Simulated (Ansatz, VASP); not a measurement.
Two plane-wave programs on C

The input POSCAR:

```
C
1.0
    0.0000000000     -1.7801161419     -1.7801161419
   -1.7801161419      0.0000000000     -1.7801161419
    1.7801161419      1.7801161419     -3.5602322838
C
4
Direct
    0.7249113929      0.7823424657      0.7499999898
    0.2750886071      0.2176575343      0.2500000102
    0.3499113929      0.4073424657      0.8749999898
    0.9000886071      0.8426575343      0.3750000102
```

File INCAR.step1:

```
PREC = Accurate
ENCUT = 520
ISMEAR = 0
SIGMA = 0.05
LREAL = F
LASPH = T
NELM = 100
NBANDS = 16
GGA = PE
ALGO = Normal
EDIFF = 1E-4
LWAVE = T
LCHARG = F
```

File INCAR.step2:

```
PREC = Accurate
ENCUT = 520
EDIFF = 1E-6
ISMEAR = 0
SIGMA = 0.05
LREAL = F
LASPH = T
NELM = 100
ALGO = Normal
ISIF = 2
LWAVE = F
LCHARG = F
METAGGA = R2SCAN
LMIXTAU = T
NBANDS = 16
ISTART = 1
```

File KPOINTS:

```
Automatic mesh
0
Gamma
  12 12 10
```

Input for Ansatz:

```yaml
crystal:
  lattice:
    - [0.0, -1.7801161419, -1.7801161419]
    - [-1.7801161419, 0.0, -1.7801161419]
    - [1.7801161419, 1.7801161419, -3.5602322838]
  atoms:
    - { symbol: C, position: [0.7249113929, 0.7823424657, 0.7499999898] }
    - { symbol: C, position: [0.2750886071, 0.2176575343, 0.2500000102] }
    - { symbol: C, position: [0.3499113929, 0.4073424657, 0.8749999898] }
    - { symbol: C, position: [0.9000886071, 0.8426575343, 0.3750000102] }
basis:
  ecutwfc: 520.0
kpoints:
  mp_grid: { grid: [12, 12, 10] }
hamiltonian:
  xc: r2scan
scf:
  occupations: { method: gaussian, width: 0.05 }
output:
  forces: true
  stress: true
  eigenvalues: true
```

Change from the starting cell: mode 4 frozen in at -0.074 Å and mode 9 at +0.000 Å (largest displacements).

Alike in both runs: task single point; functional r2SCAN; k mesh 12 × 12 × 10; occupations gaussian, width 0.05 eV; no spin polarisation.

|  | VASP | Ansatz |
| --- | --- | --- |
| version | VASP 6.6.1 | Ansatz 0.2.0 |
| potentials or method | VASP PAW PBE potentials, release 64 (C) | scalar-relativistic, plane waves, PAW |
| plane-wave cutoff (eV) | 520 | 520 |
| valence electrons in the cell | 16 | 16 |

|  | VASP | Ansatz | Ansatz less VASP |
| --- | --- | --- | --- |
| gap on the k mesh at the Fermi level (eV) | 4.23 | 4.26 | +0.030 |
| least direct gap on the mesh (eV) | 5.74 | 5.78 | +0.045 |
| pressure (GPa) | 0.9 | -0.2 | -1.11 |
| largest component of the traceless stress (GPa) | 1.23 | 1.23 | +0.006 |
| rms of the force components (eV/Å) | 0.593 | 0.596 | +0.0027 |

Atom by atom the forces differ by 0.003 eV/Å (rms over components). The functional is the same, so the differences come from potentials, cutoffs and numerics.

Caveats: the PAW data sets were made with another functional, which shifts forces and pressure a little (VASP).
